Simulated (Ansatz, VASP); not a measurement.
**Zn, level by level in two programs**

```
CELL_PARAMETERS angstrom
2.67000 0.00000 0.00000
-1.33500 2.31229 0.00000
0.00000 0.00000 4.96600
ATOMIC_POSITIONS crystal
Zn 0.66667 0.33333 0.75000
Zn 0.33333 0.66667 0.25000
```

Single points on this cell with VASP 6.6.1 and Ansatz 0.2.0. Each row is one pair of runs. Alike in all rows: spin: off; k mesh: 11 × 11 × 6; smearing: fermi-dirac, width 0.05 eV.

| level | VASP's potentials, cutoff | Ansatz's potentials, cutoff | gap on the k mesh at the Fermi level (eV), VASP | gap on the k mesh at the Fermi level (eV), Ansatz | pressure (GPa), VASP | pressure (GPa), Ansatz | largest component of the traceless stress (GPa), VASP | largest component of the traceless stress (GPa), Ansatz |
| --- | --- | --- | --- | --- | --- | --- | --- | --- |
| LDA | VASP PAW LDA potentials, release 64 (Zn), 520 eV | Ansatz PAW, 420 eV | none | ? | -8.5 | ? | 0.95 | ? |
| PBE | VASP PAW PBE potentials, release 64 (Zn), 520 eV | Ansatz PAW, 420 eV | none | none | -0.4 | -0.7 | 0.69 | 0.56 |
| r2SCAN | VASP PAW PBE potentials, release 64 (Zn), 520 eV | Ansatz PAW, 500 eV | none | none | -4.4 | -4.7 | 0.08 | 0.14 |

Problem. Fill in what Ansatz gave in row 1.

Solution. gap on the k mesh at the Fermi level (eV): none; pressure (GPa): -9.1; largest component of the traceless stress (GPa): 1.12.

A gap of «none» marks a metal or a gap that the smearing closes.

Caveats: the PAW data sets were made with another functional, which shifts forces and pressure a little (VASP); the PAW data sets come from PBE, with cores solved anew for the run's functional, which leaves a small shift of forces and pressure (Ansatz).
